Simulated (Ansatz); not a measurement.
# A series in space group Fm-3m

All 4 crystals share space group Fm-3m (No. 225) and the same kinds of sites, 2 atoms in the primitive cell. They are database entries and needn't be the stable phases. The set is a selection: crystals with an unstable lattice, a very soft shear in a metal or doubtful stress slopes were left out. Cells are relaxed by PAW under the functional.

Quantity: elastic moduli (Hill averages, relaxed ions; θ_D from sound speeds over directions). Level: PBEsol, all-electron LAPW in Ansatz 0.2.0, scalar-relativistic.

| crystal | cell (conventional) | k mesh | smearing (eV) | B (GPa) | G (GPa) | C11 (GPa) | C44 (GPa) | ν | θ_D (K) |
| --- | --- | --- | --- | --- | --- | --- | --- | --- | --- |
| NaF | a = 4.630 Å | 10×10×10 | none | 48.4 | 31.7 | 102 | 27.3 | 0.231 | 477 |
| NaCl | a = 5.602 Å | 8×8×8 | none | 25.9 | 15.4 | 54.9 | 12.1 | 0.252 | 309 |
| NaI | a = 6.401 Å | 6×6×6 | none | ? | ? | ? | ? | ? | ? |
| MgO | a = 4.214 Å | 10×10×10 | none | 158 | 125 | 292 | 144 | 0.186 | 919 |

Q: What did the calculation give for NaI?

A: B = 17.2 GPa, G = 9.3 GPa, C11 = 36.3 GPa, C44 = 6.9 GPa, ν = 0.272, θ_D = 160 K.
